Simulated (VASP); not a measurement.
Wanted: the native input for a VASP 6.6.1 run.

* Task: single point
* Functional: RPBE
* Dispersion: D3
* Potentials or basis: VASP PAW PBE potentials, release 64 (Ca_sv, O_s)
* Cutoff: 400 eV
* k mesh: 10 × 10 × 10
* Occupations: gaussian, width 0.01 eV
* Spin: no spin polarisation
* Further INCAR settings: ALGO = Fast; EDIFF = 1e-06; NBANDS = 15

The structure of CaO lies in POSCAR:

```
CaO
1.0
    0.0000000000      2.4035556960      2.4035556960
    2.4035556960      0.0000000000      2.4035556960
    2.4035556960      2.4035556960      0.0000000000
Ca O
1 1
Direct
   -0.0350480000     -0.0233670000      0.0392470000
    0.4959290000      0.5210340000      0.5044510000
```

The cell comes from a database or a generator and needn't be the stable form of this composition.

The cell isn't the ideal one: atoms moved at random, drawn with an rms of 0.15 Å.

One way to write it, as run:

INCAR

```
SYSTEM = CaO
ALGO     = Fast           ! electronic algorithm
EDIFF    = 1E-6           ! SCF threshold, eV
ENCUT    = 400            ! plane-wave cutoff, eV
GGA      = RP             ! functional
ISIF     = 2              ! what is computed and relaxed
ISMEAR   = 0              ! smearing method
IVDW     = 11             ! dispersion correction
LASPH    = .True.         ! aspherical terms in the spheres
LCHARG   = .False.        ! write CHGCAR
LREAL    = .False.        ! projectors in reciprocal space
LWAVE    = .False.        ! write WAVECAR
NBANDS   = 15             ! bands
NELM     = 60             ! most SCF steps
PREC     = Accurate       ! precision mode
SIGMA    = 0.01           ! smearing width, eV
```

KPOINTS

```
k-points
0
Gamma
  10 10 10
  0 0 0
```

Potentials or basis: VASP PAW PBE potentials, release 64 (Ca_sv, O_s).

Run with:

```bash
$ cat potpaw_PBE.64/Ca_sv/POTCAR potpaw_PBE.64/O_s/POTCAR > POTCAR
$ mpirun -np 1 vasp_std > vasp.out
```

It gave:

```
Pressure                   : 4.1 GPa
Largest force              : 0.700 eV/Å
Band gap on the k mesh     : 3.88 eV, indirect (least direct gap 4.16 eV)
Dispersion energy per atom : -0.243 eV
```

Caveat: the PAW data sets were made with another functional, which shifts forces and pressure a little.

Wall time 100 s on 1 thread of Intel(R) Xeon(R) Platinum 8488C (Sapphire Rapids), with other jobs on the host, peak memory 0.27 GiB.
